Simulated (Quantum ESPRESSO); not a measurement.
## CoO in Quantum ESPRESSO: the effect of functional

Crystal: CoO.

```
Co O
1.0
    -1.50800    1.50800    2.10725
     1.50800   -1.50800    2.10725
     1.50800    1.50800   -2.10725
Co O
1 1
Direct
  0.00000 0.00000 0.00000
  0.50000 0.50000 0.00000
```

Alike in all runs:

```yaml
Program: Quantum ESPRESSO 7.5
Task: phonons
Cutoff: 762 eV
Density_cutoff: 6095 eV
k_mesh: 8 × 8 × 8, shifted
Occupations: fermi-dirac, width 0.05 eV
Spin: collinear spin, ferromagnetic start
Starting_moments: "[2.0, 0.0] μB"
```

Each run relaxes the cell or the atoms first.

```csv
functional,potentials or basis,relaxed volume (Å³/atom),moment (μB)
LDA,GBRV 1.5 LDA,8.52,2.29
PBE,GBRV 1.5 PBE,?,?
PBEsol,GBRV 1.5 PBEsol,9.14,2.94
WC,GBRV 1.5 PBE,9.19,2.94
AM05,GBRV 1.5 PBE,9.14,2.94
RPBE,GBRV 1.5 PBE,9.90,3.00
```

Q: What does the run with functional PBE give?

A: Relaxed volume 9.60 Å³/atom; moment 2.99 μB.

Caveats: all runs use coarse meshes; the mesh is thin for the phonons of a metal; the cell relaxed to another space group than the one typed; a cell with one magnetic atom can't hold antiferromagnetic order, which such compounds often take; the potentials were made for another functional, which shifts forces and pressure (some runs); the acoustic modes lie far from zero, so the frequencies are unreliable (some runs); some modes are imaginary (some runs).
